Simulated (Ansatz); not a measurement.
# Al2Cu: energy along a strain

Al2Cu, Fm-3m, a = 5.734 Å. The structure is a Materials Project entry; whether it is the stable form wasn't checked. Ansatz: r2SCAN, PAW, 500 eV, Γ-centred 16×16×16 mesh on 3 atoms, Gaussian smearing 0.15 eV; no spin polarisation. Cell vectors (Å): -2.027 2.027 2.867; 2.027 -2.027 2.867; 2.027 2.027 -2.867. The cell is strained by x per cent times the pattern (0 0 1 0 0 0) in the order xx yy zz yz xz xy (engineering shears), with fractional coordinates held. y is the free energy over the start, V0 = 15.712 Å³/atom. Points with a strain past 8.5 % were computed too (3) and aren't used here.

```
x (%) y (meV/atom)
-7.50             ?
-5.00         25.46
-2.50          6.01
 0.00          0.00
 2.50          5.18
 5.00         19.56
 7.50         41.57
```

Task: Fit y = c2 x² + c3 x³ to the other rows, get the stiffness along the pattern, and predict the missing energy.

Result: Least squares on the rows shown. y = 0.90441 x² − 0.022292 x³. The clamped-ion stiffness p·C·p = 2 × 9.044 eV × 160.2 / 15.712 Å³ = 184 GPa, which is C33 in these axes. At x = -7.50 the fit asked for gives 60.28 meV/atom. The run gave 61.15 meV/atom, so the fit is 0.87 meV/atom too low, 1.4 % of the span of the series, against an rms of 0.14 meV/atom on the fitted rows. The row lies outside the fitted range. With a term in x⁴ added, a fit to the same known rows predicts 61.48 meV/atom, so most of the miss is curvature that the known rows already hold.